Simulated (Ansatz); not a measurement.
Relaxed (001) slab cut from CuO (space group C2/c (No. 15)); the slab's formula is CuO, its outer planes Cu (top) and O (bottom):

```yaml
crystal:
  lattice:
    - [2.89411, 0.00000, 0.00000]
    - [0.01167, 2.89409, 0.00000]
    - [0.00000, 0.00000, 29.00307]
  atoms:
    - { symbol: O, position: [0.50002, 0.50021, 0.26455] }
    - { symbol: Cu, position: [0.50017, 0.00021, 0.30257] }
    - { symbol: O, position: [0.50029, 0.50022, 0.34628] }
    - { symbol: Cu, position: [0.00030, 0.50028, 0.39010] }
    - { symbol: O, position: [0.50030, 0.50035, 0.43389] }
    - { symbol: Cu, position: [0.50038, 0.00035, 0.47765] }
    - { symbol: O, position: [0.50045, 0.50036, 0.52177] }
    - { symbol: Cu, position: [0.00045, 0.50044, 0.56559] }
    - { symbol: O, position: [0.50046, 0.50052, 0.60930] }
    - { symbol: Cu, position: [0.50052, 0.00052, 0.65341] }
    - { symbol: O, position: [0.50059, 0.50053, 0.69707] }
    - { symbol: Cu, position: [0.00059, 0.50055, 0.73783] }
```

Method: DFT PBEsol, scalar-relativistic, plane waves, PAW in Ansatz 0.2.0. Plane waves to 420 eV, a k mesh through Γ of 12×12×1 on the computed 12-atom cell and Gaussian smearing (0.10 eV); no spin polarisation. The cell repeats along c with a dipole correction in the vacuum.

The potential is the smooth part; its values at the atoms depend on the PAW datasets.

Problem. How does the plane-averaged electrostatic potential energy of an electron run along c, counted from the Fermi level?

Solution. (z (Å), V (eV)): (2.90, 8.23), (3.19, 8.23), (3.48, 8.23), (3.77, 8.23), (4.06, 8.23), (4.35, 8.23), (4.64, 8.23), (4.93, 8.23), (5.22, 8.23), (5.51, 8.23), (5.80, 8.21), (6.09, 8.18), (6.38, 8.06), (6.67, 7.71), (6.96, 6.64), (7.25, 2.40), (7.54, -1.77), (7.83, -3.55), (8.12, -4.89), (8.41, -7.67), (8.70, -10.36), (8.99, -9.71), (9.28, -5.70), (9.57, -3.34), (9.86, -4.43), (10.15, -4.73), (10.44, -3.41), (10.73, -4.59), (11.02, -9.12), (11.31, -10.90), (11.60, -9.16), (11.89, -4.63), (12.18, -3.36), (12.47, -4.70), (12.76, -4.42), (13.05, -3.27), (13.34, -5.59), (13.63, -9.81), (13.92, -10.74), (14.21, -8.16), (14.50, -3.72), (14.79, -3.47), (15.08, -4.81), (15.37, -4.08), (15.66, -3.35), (15.95, -6.66), (16.24, -10.32), (16.53, -10.53), (16.82, -7.25), (17.11, -3.50), (17.40, -3.92), (17.69, -4.85), (17.98, -3.62), (18.27, -3.49), (18.56, -7.70), (18.85, -10.67), (19.14, -10.12), (19.43, -6.20), (19.72, -3.42), (20.01, -4.41), (20.30, -5.07), (20.59, -4.37), (20.88, -5.83), (21.17, -9.54), (21.46, -10.54), (21.75, -7.99), (22.04, -2.52), (22.33, 1.68), (22.62, 3.22), (22.91, 3.95), (23.20, 4.32), (23.49, 4.50), (23.78, 4.59), (24.07, 4.64), (24.36, 4.66), (24.65, 4.67), (24.94, 4.68), (25.23, 4.68), (25.52, 4.68), (25.81, 4.68), (26.10, 4.68), (26.39, 4.68)

The vacuum level lies 4.68 eV (top face) and 8.24 eV (bottom face) above the Fermi level.

Spin polarisation was left out, and a magnetic state may lie lower.

Cost: 1 run of about 8.3 core-minutes, on Intel Xeon 6975P-C (Granite Rapids) (shared hosts).